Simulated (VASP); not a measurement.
# Results of a VASP single-point calculation on LiCl (strained wurtzite)

POSCAR

```
Li Cl
 1.0000000000000000
     3.8552422432764977    0.0000000000288675    0.0000000000000000
    -1.9276211216632488    3.3387377204059203    0.0000000000000000
     0.0000000000000000    0.0000000000000000    6.2889062287000002
 Li  Cl
   2   2
Cartesian
 -0.0000000000166668  2.2258251469469021 -0.0057530420382375
  1.9276211216299148  1.1129125734878849  3.1387000723117624
 -0.0000000000166668  2.2258251469469021  2.3640928778007368
  1.9276211216299148  1.1129125734878849  5.5085459921507374
```

The gap between bands v and c is 6.83 eV and the least direct gap is 6.83 eV.

Band v is the last that the valence electrons fill when counted band by band, and c is the next. Levels in eV from the top of v:

| point | v−1 | v | c | c+1 |
| --- | --- | --- | --- | --- |
| Γ | 0.00 | 0.00 | 6.83 | 9.17 |
| M | -0.58 | -0.31 | 8.45 | 8.70 |
| K | -0.80 | -0.80 | 8.26 | 10.17 |
| A | -0.17 | -0.17 | 8.16 | 8.16 |
| L | -0.60 | -0.60 | 8.07 | 8.07 |
| H | -0.43 | -0.43 | 9.50 | 9.50 |

Question: Which of these levels of theory gave these results?
A. PBEsol
B. PBE0
C. r²SCAN
D. HSE06
E. PBE
F. PBE with spin–orbit coupling
G. LDA

Answer: C.

The INCAR was:

```
LASPH = .TRUE.
NELM = 120
LCHARG = .TRUE.
ENCUT = 520
ALGO = Normal
EDIFF = 1E-7
ISMEAR = 0
NSW = 0
METAGGA = R2SCAN
LELF = .TRUE.
SIGMA = 0.01
IBRION = -1
LREAL = .FALSE.
PREC = Accurate
NBANDS = 18
ISIF = 2
LWAVE = .FALSE.
```
